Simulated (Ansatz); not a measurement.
# MgS: the cost of one run

Program: Ansatz 0.2.0. Level of theory: DFT PBE, scalar-relativistic, plane waves, PAW. These are calculated values, not measurements.

**1. The structure to begin with**

It takes space group F-43m (No. 216, cubic). Conventional cell: a = 5.666 Å, b = 5.666 Å, c = 5.666 Å, α = 90.00°, β = 90.00°, γ = 90.00°. Mg (site symmetry -43m) has 4 S at 2.45 Å as nearest neighbours. Around S (site symmetry -43m) lie 4 Mg at 2.45 Å.

As a file:

```xyz
16
Lattice="5.6662 0.0000 5.6662 5.6662 5.6662 0.0000 0.0000 5.6662 5.6662" Properties=species:S:1:pos:R:3 pbc="T T T"
Mg    0.0000    0.0000    0.0000
Mg    2.8331    2.8331    0.0000
Mg    2.8331    0.0000    2.8331
Mg    5.6662    2.8331    2.8331
Mg    0.0000    2.8331    2.8331
Mg    2.8331    5.6662    2.8331
Mg    2.8331    2.8331    5.6662
Mg    5.6662    5.6662    5.6662
S     4.2497    4.2497    4.2497
S     7.0828    7.0828    4.2497
S     7.0828    4.2497    7.0828
S     9.9159    7.0828    7.0828
S     4.2497    7.0828    7.0828
S     7.0828    9.9159    7.0828
S     7.0828    7.0828    9.9159
S     9.9159    9.9159    9.9159
```

It goes back to an entry of the Materials Project, which need not be the stable form.

No relaxation comes first: the listed cell is the starting point.

**2. Reference: the perfect supercell**

Contents of input.yaml:

```yaml
crystal:
  lattice:
    - [5.6662400936, 0.0, 5.6662400936]
    - [5.6662400936, 5.6662400936, 0.0]
    - [0.0, 5.6662400936, 5.6662400936]
  atoms:
    - { symbol: Mg, position: [0.0, 0.0, 0.0] }
    - { symbol: Mg, position: [0.0, 0.5, 0.0] }
    - { symbol: Mg, position: [0.5, 0.0, 0.0] }
    - { symbol: Mg, position: [0.5, 0.5, 0.0] }
    - { symbol: Mg, position: [0.0, 0.0, 0.5] }
    - { symbol: Mg, position: [0.0, 0.5, 0.5] }
    - { symbol: Mg, position: [0.5, 0.0, 0.5] }
    - { symbol: Mg, position: [0.5, 0.5, 0.5] }
    - { symbol: S, position: [0.375, 0.375, 0.375] }
    - { symbol: S, position: [0.375, 0.875, 0.375] }
    - { symbol: S, position: [0.875, 0.375, 0.375] }
    - { symbol: S, position: [0.875, 0.875, 0.375] }
    - { symbol: S, position: [0.375, 0.375, 0.875] }
    - { symbol: S, position: [0.375, 0.875, 0.875] }
    - { symbol: S, position: [0.875, 0.375, 0.875] }
    - { symbol: S, position: [0.875, 0.875, 0.875] }
  symmetry: { detect: false }
basis:
  ecutwfc: 420
kpoints:
  mp_grid: { grid: [2, 2, 2], shift: [0.5, 0.5, 0.5] }
hamiltonian:
  xc: pbe
scf:
  occupations: { method: gaussian, width: 0.1 }
output:
  forces: true
  stress: true
  eigenvalues: true
```

Run with:

```console
$ ansatz run input.yaml --threads 4 --pin off --max-ram 5120MiB --backend cpu --events-out ev --progress --plain --runs-dir out
```

Q: Estimate wall time and peak memory on 4 threads of Intel Xeon 6975P-C (Granite Rapids), shared host.

About 1.5 s, with a peak of 0.83 GiB.
